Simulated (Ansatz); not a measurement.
# HfN (F-43m) in Ansatz: further runs

One crystal, HfN, is run at these levels: BLYP, r2SCAN; tasks: relaxation of cell and atoms.

Program: Ansatz 0.2.0. These are calculated values, not measurements. Logs are shortened: lines on timing, memory, paths and dates and some standing lists are left out, and cuts for length are marked.

### 1 The crystal as given

The structure is cubic, space group F-43m (No. 216). Conventional cell: a = 4.910 Å, b = 4.910 Å, c = 4.910 Å, α = 90.00°, β = 90.00°, γ = 90.00°. Around Hf (site symmetry -43m) lie 4 N at 2.13 Å. N (site symmetry -43m) has 4 Hf at 2.13 Å as nearest neighbours.

The cell comes from a database or a generator and needn't be the stable form of this composition.

### 2 Relaxation of cell and atoms, BLYP

File input.yaml:

```yaml
crystal:
  lattice:
    - [0.0, 2.454822, 2.454822]
    - [2.454822, 0.0, 2.454822]
    - [2.454822, 2.454822, 0.0]
  atoms:
    - { symbol: Hf, position: [0.0, 0.0, 0.0] }
    - { symbol: "N", position: [0.25, 0.25, 0.25] }
hamiltonian:
  xc: blyp
  pseudopotentials: { kind: paw }
kpoints:
  mp_grid: { grid: [9, 9, 9] }
scf:
  occupations: { method: fermi_dirac, width: 0.05 }
output:
  forces: true
  stress: true
  eigenvalues: true
relax:
  f_tol: 0.01
  max_steps: 40
  cell: { stress_tol: 0.05 }
```

Potentials or basis: Ansatz PAW.

On the command line:

```bash
$ ansatz run input.yaml --threads 2 --pin off --max-ram 5632MiB --backend cpu --events-out ev --progress --plain --runs-dir out
```

The program printed:

```text
Warning: RAYON_NUM_THREADS=2 ignored (pool sized by the plan → 2); use --threads N
Engine: ansatz 0.2.0, x86_64-unknown-linux-gnu
Pseudopotentials: kind: paw
Pseudopotential: Hf, paw, valence charge 26, recommended cutoff 420 eV (normal), Hf.paw.azcp
Pseudopotential: N, paw, valence charge 5, recommended cutoff 420 eV (normal), N.paw.azcp
Functional definition: BLYP
  parameter beta = 0.0042
  parameter a = 0.04918
  parameter b = 0.132
  parameter c = 0.2533
  parameter d = 0.349
  exchange = b88_x(beta = beta)
  correlation = lyp_c(a = a, b = b, c = c, d = d)
Crystal: 2 atoms, lattice volume = 29.586 Å³
Basis set: ecut = 420 eV, 561 PW (Γ), exchange–correlation on 48×48×48 points (8 copies of the dense FFT grid, shifted against one another)
Bands: 20, of which v1, the nominal top of the filled ones, is band 16 counted from 1 (15 counted from 0)
Symmetry: 24 space group operations
Space group: F-43m (ITA 216), of the structure as read, at distance tolerance 3.1e-5 Å
k-points: 35 of 729 (time reversal used)
Non-local potential: Hf, projectors of the file, l = 0: 3, l = 1: 2, l = 2: 2, l = 3: 3
Non-local potential: N, projectors of the file, l = 0: 2, l = 1: 2, l = 2: 1
PAW form: soft (Blöchl's): semilocal exchange-correlation on the pseudo side does not see the compensation charge
PAW frozen core: Hf, regenerated for the run's functional, and the local potential with it (the file was generated under x = pbe(κ = 0.804, μ = 0.2195149727645171), c = pbe(β = 0.06672455060314922))
PAW frozen core: N, regenerated for the run's functional, and the local potential with it (the file was generated under x = pbe(κ = 0.804, μ = 0.2195149727645171), c = pbe(β = 0.06672455060314922))
PAW one-centre angular grid: Hf, 590 points (default); XC on 64 Gauss nodes
PAW one-centre angular grid: N, 110 points (default); XC on 64 Gauss nodes
Initial density: superposition of atomic densities (neutral atoms: chi_scale 0, normalization atom), corrected by the library's trained network
Initial wavefunctions: pseudopotential atomic-orbital guess
Functional: x = b88, c = lyp
SCF iter   1: F=—  HF=-16133.458683 eV  |F-HF|=—  |Δ(HF+E_count)|=         —  Δρ=1.44e-2  dr2=5.76e-2  ethr=1.77e-3  ⟨swp⟩=4.5  Hψ=2708  notcnv=0
preconditioner: auto → Kerker (q_TF=auto, 2.750 Å⁻¹)  [metal: Δε(μ)=0.074 eV  Ē_g=18.346 eV  σ=0.050 eV  W_gap=0.35  n_scr=14 (ndim 8)  ℏωp=36.8 eV  f_vac=0.006  D(μ)=0.64/eV (n_scr^D=0)]
SCF iter   2: F=—  HF=-16133.446820 eV  |F-HF|=—  |Δ(HF+E_count)|=   1.19e-2  Δρ=3.94e-3  dr2=5.92e-3  ethr=1.86e-4  ⟨swp⟩=2.1  Hψ=1213  notcnv=0  defer=3
SCF iter   3: F=—  HF=-16133.446877 eV  |F-HF|=—  |Δ(HF+E_count)|=   5.75e-5  Δρ=2.47e-3  dr2=2.56e-3  ethr=1.91e-5  ⟨swp⟩=2.5  Hψ=1052  notcnv=0  defer=3
SCF iter   4: F=—  HF=-16133.447586 eV  |F-HF|=—  |Δ(HF+E_count)|=   7.09e-4  Δρ=1.01e-3  dr2=4.35e-4  ethr=8.26e-6  ⟨swp⟩=2.0  Hψ=1061  notcnv=0  defer=3
SCF iter   5: F=—  HF=-16133.447257 eV  |F-HF|=—  |Δ(HF+E_count)|=   3.29e-4  Δρ=4.48e-4  dr2=4.89e-5  ethr=1.40e-6  ⟨swp⟩=2.0  Hψ=1241  notcnv=0  defer=3
SCF iter   6: F=—  HF=-16133.447270 eV  |F-HF|=—  |Δ(HF+E_count)|=   1.38e-5  Δρ=9.31e-5  dr2=3.11e-6  ethr=1.58e-7  ⟨swp⟩=2.0  Hψ=1222  notcnv=0  defer=3
SCF iter   7: F=—  HF=-16133.447272 eV  |F-HF|=—  |Δ(HF+E_count)|=   2.03e-6  Δρ=4.64e-5  dr2=7.83e-7  ethr=1.00e-8  ⟨swp⟩=2.0  Hψ=1189  notcnv=0  defer=3
SCF iter   8: F=-16133.447273 eV  HF=-16133.447273 eV  |F-HF|=1.11e-8  |Δ(HF+E_count)|=   3.70e-7  Δρ=1.47e-5  dr2=7.25e-8  ethr=3.23e-10  ⟨swp⟩=3.7  Hψ=3239  notcnv=0
SCF 1 converged in 8 iterations: F = -16133.447273 eV  dr2 = 7.25e-8
relax step   1: F+E_penalty+E_count = -16133.44727287 eV  Δ(F+E_penalty+E_count) = +0.000e0 eV  max|allowed force component| = 3.331e-16 eV/Å  Δτ_max = 0.0000 Å  P = +6.095 GPa  Ω = 29.586 Å³  (8 SCF iters, dr2 threshold 1.00e-7 eV, accepted)
Crystal: 2 atoms, lattice volume = 30.812 Å³
Basis set: ecut = 420 eV, 609 PW (Γ), exchange–correlation on 48×48×48 points (8 copies of the dense FFT grid, shifted against one another)
Initial density: handed on by an earlier stage of this run
Initial wavefunctions: those handed on with the density
[... 42 lines left out ...]
basis re-selected at this cell: Δ(F+E_penalty+E_count) = -2.965e-3 eV, ΔP = +0.134 GPa vs the last step (what re-selecting the basis moved, of the pressure what is left beyond the Pulay correction that the steps carried, after the strain that the cell walked since its last selection, with what the two solves' SCF thresholds leave and, on support functions, any second-order correction that the steps lacked; it is no measure of the basis error at this ecutwfc). This SCF's stress stands 1.36e-1 GPa from its target on what of the cell is left free (relax.cell.stress_tol is 5.00e-2 GPa) and its largest allowed force component is 3.70e-16 eV/Å (relax.f_tol is 1.00e-2 eV/Å): not within both, so this SCF does not close the relaxation
Crystal: 2 atoms, lattice volume = 30.555 Å³
iter 1 solved again at ethr=1.64e-8 eV; its pass at ethr=3.10e-3 eV (dr2=5.08e-6 eV) is discarded
SCF iter   1: F=—  HF=-16133.465111 eV  |F-HF|=—  |Δ(HF+E_count)|=         —  Δρ=1.16e-4  dr2=4.70e-6  ethr=1.64e-8  ⟨swp⟩=2.3  Hψ=3300  notcnv=0
preconditioner: auto → Kerker (q_TF=auto, 2.735 Å⁻¹)  [metal: Δε(μ)=0.111 eV  Ē_g=18.236 eV  σ=0.050 eV  W_gap=0.43  n_scr=14 (ndim 8)  ℏωp=36.2 eV  f_vac=0.023  D(μ)=0.71/eV (n_scr^D=0)]
SCF iter   2: F=—  HF=-16133.465094 eV  |F-HF|=—  |Δ(HF+E_count)|=   1.77e-5  Δρ=3.28e-5  dr2=4.69e-7  ethr=1.52e-8  ⟨swp⟩=2.0  Hψ=968  notcnv=0
SCF iter   3: F=—  HF=-16133.465094 eV  |F-HF|=—  |Δ(HF+E_count)|=   6.76e-8  Δρ=2.02e-5  dr2=1.95e-7  ethr=1.51e-9  ⟨swp⟩=1.3  Hψ=711  notcnv=0
SCF iter   4: F=-16133.465094 eV  HF=-16133.465094 eV  |F-HF|=1.64e-8  |Δ(HF+E_count)|=   3.40e-8  Δρ=5.13e-6  dr2=8.22e-9  ethr=1.48e-10  ⟨swp⟩=3.0  Hψ=2893  notcnv=0
SCF 6 converged in 4 iterations: F = -16133.465094 eV  dr2 = 8.22e-9
relax step   6: F+E_penalty+E_count = -16133.46509357 eV  Δ(F+E_penalty+E_count) = +5.233e-5 eV  max|allowed force component| = 4.811e-16 eV/Å  Δτ_max = 0.0000 Å  P = +0.002 GPa  Ω = 30.555 Å³  energy of the carried Pulay correction = -6.212e-5 eV  (4 SCF iters, dr2 threshold 4.60e-8 eV, accepted)
iter 1 solved again at ethr=2.57e-8 eV; its pass at ethr=3.10e-3 eV (dr2=7.97e-6 eV) is discarded
SCF iter   1: F=—  HF=-16133.465109 eV  |F-HF|=—  |Δ(HF+E_count)|=         —  Δρ=6.82e-6  dr2=9.01e-9  ethr=2.57e-8  ⟨swp⟩=3.1  Hψ=4829  notcnv=0
SCF iter   2: F=—  HF=-16133.465094 eV  |F-HF|=—  |Δ(HF+E_count)|=   1.54e-5  Δρ=4.26e-6  dr2=3.92e-9  ethr=2.90e-11  ⟨swp⟩=3.0  Hψ=1503  notcnv=0
SCF iter   3: F=—  HF=-16133.465094 eV  |F-HF|=—  |Δ(HF+E_count)|=   1.37e-8  Δρ=2.80e-6  dr2=2.24e-9  ethr=1.26e-11  ⟨swp⟩=2.0  Hψ=949  notcnv=0
SCF iter   4: F=—  HF=-16133.465094 eV  |F-HF|=—  |Δ(HF+E_count)|=   5.43e-9  Δρ=1.64e-6  dr2=7.91e-10  ethr=7.22e-12  ⟨swp⟩=2.4  Hψ=969  notcnv=0
SCF iter   5: F=—  HF=-16133.465094 eV  |F-HF|=—  |Δ(HF+E_count)|=   2.94e-9  Δρ=8.52e-7  dr2=1.49e-10  ethr=2.55e-12  ⟨swp⟩=2.3  Hψ=1183  notcnv=0
SCF iter   6: F=—  HF=-16133.465094 eV  |F-HF|=—  |Δ(HF+E_count)|=  1.31e-10  Δρ=3.17e-7  dr2=3.66e-11  ethr=1.00e-12  ⟨swp⟩=1.3  Hψ=709  notcnv=0
SCF iter   7: F=-16133.465094 eV  HF=-16133.465094 eV  |F-HF|=3.64e-12  |Δ(HF+E_count)|=  5.46e-12  Δρ=1.02e-7  dr2=1.18e-12  ethr=1.00e-12  ⟨swp⟩=5.3  Hψ=3066  notcnv=0
SCF 7 converged in 7 iterations: F = -16133.465094 eV  dr2 = 1.18e-12
relax step   7: F+E_penalty+E_count = -16133.46509359 eV  Δ(F+E_penalty+E_count) = -1.601e-8 eV  max|allowed force component| = 4.626e-16 eV/Å  Δτ_max = 0.0000 Å  P = +0.004 GPa  Ω = 30.555 Å³  stress off target by 3.85e-3 GPa  SCF on the basis re-selected at this cell (its energy is not comparable with the rows above)  (7 SCF iters)
basis re-selected at this cell: Δ(F+E_penalty+E_count) = -1.601e-8 eV, ΔP = +0.001 GPa vs the last step (what re-selecting the basis moved, of the pressure what is left beyond the Pulay correction that the steps carried, after the strain that the cell walked since its last selection, with what the two solves' SCF thresholds leave and, on support functions, any second-order correction that the steps lacked; it is no measure of the basis error at this ecutwfc). This SCF's stress stands 3.85e-3 GPa from its target on what of the cell is left free (relax.cell.stress_tol is 5.00e-2 GPa) and its largest allowed force component is 4.63e-16 eV/Å (relax.f_tol is 1.00e-2 eV/Å): within both
SCF converged after 7 iterations
Free energy (F): -16133.465094 eV
Harris-Foulkes:  -16133.465094 eV  (|F-HF|=3.64e-12)
Internal energy: -16133.459363 eV  (E = F + TS)
E sigma→0 (E₀):  -16133.462228 eV
Entropy (-TS):   -0.005731 eV (-2.865 meV/atom)
Fermi energy:    17.714496 eV
--- Per-component energies (eV) ---
  E_band       = -3.155217
  E_kinetic    = 552.957150
  E_local      = -5734.482637  (includes V_loc(G=0)·N_el)
  E_nonlocal   = -1198.952907
  E_hartree    = 2653.070754
  E_xc         = -356.527077
  E_vxc        = -336.378737  (∫ρ·V_xc dr)
  E_paw        = -7084.245488  (= ΣΔE_a)
  E_vpaw       = 1407.560281  (= ΣTr[D̂ρ^β])
  E_aug_tail   = 0.000093  (compensation charges beyond the density's cutoff)
  E_ewald      = -4965.363227
  E_core_change = 0.083976  (= ΣΔE_core)
  E_smearing   = -0.005731  (= −TS)
  E_closure    = -0.000000  (closes the sum)
  Σ components = -16133.465094   (vs F -16133.465094, Δ=0.00e0)
--- Forces (eV/Å), atoms counted from 1 ---
  atom   1  Hf    -0.00000000    -0.00000000    -0.00000000
  atom   2  N      0.00000000     0.00000000     0.00000000
  max |Σ_I F_I| component: 5.55e-17 eV/Å
--- Stress (GPa, compression-positive) ---
        0.003849      -0.000000      -0.000000
       -0.000000       0.003849       0.000000
       -0.000000       0.000000       0.003849
  P = ⅓ Tr σ = 0.0038 GPa (0.038 kbar)
--- Band table (eV; the first three rows and the last of 35) ---
  k-point 0: bands = ["-45.0665", "-13.6315", "-13.6315", "-13.6315", "1.5894", "5.0475", "5.0475", "5.0475", "5.1084", "5.1084", "5.1084", "5.1910", "12.3519", "12.3519", "12.3519", "17.0910", "19.7562", "19.7562", "23.9707", "23.9707"]
  k-point 1: bands = ["-45.0645", "-13.6811", "-13.6380", "-13.6380", "1.7172", "5.0481", "5.0500", "5.0500", "5.1041", "5.1041", "5.1085", "5.1954", "12.1145", "12.4368", "12.4368", "17.7041", "19.5908", "19.5908", "23.6694", "24.1773"]
  k-point 2: bands = ["-45.0593", "-13.8039", "-13.6543", "-13.6543", "2.0301", "5.0513", "5.0556", "5.0556", "5.0945", "5.0945", "5.1089", "5.2005", "11.8021", "12.6327", "12.6327", "18.9298", "19.4101", "19.4101", "23.0817", "24.2788"]
  k-point 34: bands = ["-45.0439", "-13.9598", "-13.8457", "-13.7630", "2.9336", "5.0541", "5.0663", "5.0757", "5.0802", "5.0816", "5.0927", "5.1591", "12.1205", "12.7633", "14.0460", "16.6375", "19.0703", "20.9601", "22.5698", "23.7203"]
--- Relaxed structure (5 steps of the walk, 5 accepted, 2 SCFs on fresh bases) ---
  F+E_penalty+E_count = -16133.46509359 eV   max|allowed force component| = 4.626e-16 eV/Å   (the final SCF, on the basis selected at the relaxed cell)
  cell:  # Å, volume = 30.5548 Å³
    - [3.789879223019879e-33, 2.4813223319091042, 2.4813223319091042]
    - [2.4813223319091042, 7.278689558087676e-34, 2.4813223319091042]
    - [2.4813223319091042, 2.4813223319091042, 3.7657919427573125e-33]
  atoms:
    - { symbol: Hf, position: [1.920512366965067e-34, -1.4138239978083261e-34, 1.0240008492796723e-33] }
    - { symbol: N, position: [0.24999999999999997, 0.24999999999999997, 0.24999999999999997] }
```

It took 16 s on 2 threads of Intel Xeon Platinum 8259CL at 2.50GHz (Skylake/Cascade Lake), shared host; peak memory 0.4 GiB.

Results:

* Free energy: -16133.4651 eV
* Relaxed volume: 15.28 Å³/atom
* Relaxed cell: a = 3.509 Å, b = 3.509 Å, c = 3.509 Å, α = 60.00°, β = 60.00°, γ = 60.00°
* Space group after relaxing (to 0.05 Å): F-43m (No. 216)
* Energy gained by relaxing: 8.9 meV/atom
* Ionic steps: 7
* Pressure after relaxing: 0.0 GPa
* Band gap on the k mesh: none (metal or under the smearing width)

Step by step:
| step | energy change (eV) | largest force (eV/Å) | volume (Å³) |
| --- | --- | --- | --- |
| 1 | 0.0000 | 0.0000 | 29.59 |
| 2 | -0.0127 | 0.0000 | 30.81 |
| 3 | -0.0149 | 0.0000 | 30.55 |
| 4 | -0.0149 | 0.0000 | 30.53 |
| 5 | -0.0179 | 0.0000 | 30.53 |
| 6 | -0.0178 | 0.0000 | 30.55 |
| 7 | -0.0178 | 0.0000 | 30.55 |

Final structure:
```yaml
crystal:
  lattice:
    - [0.00000, 2.48132, 2.48132]
    - [2.48132, 0.00000, 2.48132]
    - [2.48132, 2.48132, 0.00000]
  atoms:
    - { symbol: Hf, position: [0.00000, 0.00000, 0.00000] }
    - { symbol: N, position: [0.25000, 0.25000, 0.25000] }
```

Caveat: the plane-wave basis is chosen anew once the cell has moved, so the energies of steps on either side of that aren't comparable; the pressure holds a Pulay correction of +0.4 GPa for the finite cutoff; the PAW data sets come from PBE, with cores solved anew for the run's functional, which leaves a small shift of forces and pressure.

### 3 Relaxation of cell and atoms, r2SCAN

input.yaml, as its differences from that of step 2:

```diff
@@ -9,3 +9,3 @@
 hamiltonian:
-  xc: blyp
+  xc: r2scan
   pseudopotentials: { kind: paw }
```

Potentials or basis: Ansatz PAW.

On the command line:

```bash
$ ansatz run input.yaml --threads 2 --pin off --max-ram 5632MiB --backend cpu --events-out ev --progress --plain --runs-dir out
```

Wall time 18 s (2 threads of Intel Xeon Platinum 8259CL at 2.50GHz (Skylake/Cascade Lake), shared host); peak memory 0.49 GiB.

It converged, with:

```
Free energy                            : -16121.1482 eV
Relaxed volume                         : 14.63 Å³/atom
Relaxed cell                           : a = 3.459 Å, b = 3.459 Å, c = 3.459 Å, α = 60.00°, β = 60.00°, γ = 60.00°
Space group after relaxing (to 0.05 Å) : F-43m (No. 216)
Energy gained by relaxing              : 1.2 meV/atom
Ionic steps                            : 4
Pressure after relaxing                : 0.0 GPa
Band gap on the k mesh                 : none (metal or under the smearing width)
```

Step by step:
| step | energy change (eV) | largest force (eV/Å) | volume (Å³) |
| --- | --- | --- | --- |
| 1 | 0.0000 | 0.0000 | 29.59 |
| 2 | -0.0022 | 0.0000 | 29.14 |
| 3 | -0.0025 | 0.0000 | 29.25 |
| 4 | -0.0024 | 0.0000 | 29.25 |

Final structure:
```yaml
crystal:
  lattice:
    - [0.00000, 2.44553, 2.44553]
    - [2.44553, 0.00000, 2.44553]
    - [2.44553, 2.44553, 0.00000]
  atoms:
    - { symbol: Hf, position: [0.00000, 0.00000, 0.00000] }
    - { symbol: N, position: [0.25000, 0.25000, 0.25000] }
```

Levels at points of the mesh, in eV from the Fermi level:
```
           k point  band 13  band 14  band 15  band 16  band 17  band 18
(0.00, 0.00, 0.00)    -5.86    -5.86    -5.86    -0.62     2.48     2.48
```

Caveat: the plane-wave basis is chosen anew once the cell has moved, so the energies of steps on either side of that aren't comparable; the PAW data sets come from PBE, with cores solved anew for the run's functional, which leaves a small shift of forces and pressure. The run has no spin-orbit coupling, so splittings on Hf are missing.
